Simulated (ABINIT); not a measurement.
## HfO2: single point with RPBE

The system is HfO2.

```xyz
3
Lattice="0.0000 2.5575 2.5575 2.5575 0.0000 2.5575 2.5575 2.5575 0.0000" Properties=species:S:1:pos:R:3 pbc="T T T"
Hf    0.0000    0.0000    0.0000
O     3.8363    3.8363    3.8363
O     1.2788    1.2788    1.2788
```

Measurements of this composition are mostly on another form, of space group No. 14.

```yaml
Program: ABINIT 10.8.3 (patched build)
Task: single point
Functional: RPBE
Potentials_or_basis: JTH PAW PBE v2.0
Cutoff: 762 eV
k_mesh: 9 × 9 × 9
Occupations: fermi-dirac, width 0.05 eV
Spin: no spin polarisation
```

- Pressure: -1.1 GPa
- Band gap on the k mesh: 3.96 eV, indirect (least direct gap 4.07 eV)
- Valence electrons inside the program's atomic spheres: Hf 9.35; O 4.62

Levels at points of the mesh, in eV from the valence-band top:
| k point | band 10 | band 11 | band 12 | band 13 | band 14 | band 15 |
| --- | --- | --- | --- | --- | --- | --- |
| (0.00, 0.00, 0.00) | -0.54 | -0.54 | -0.54 | 3.96 | 3.96 | 5.84 |

Run time: 35 s on 1 thread of Intel(R) Xeon(R) 6975P-C (Granite Rapids), on a shared host, peak memory 0.14 GiB.

Caveat: the PAW data sets were made with another functional, which shifts forces and pressure a little; spin-orbit coupling is left out, which moves the levels of the heavy elements; an odd mesh through Γ misses points on the zone boundary, where band edges often lie.
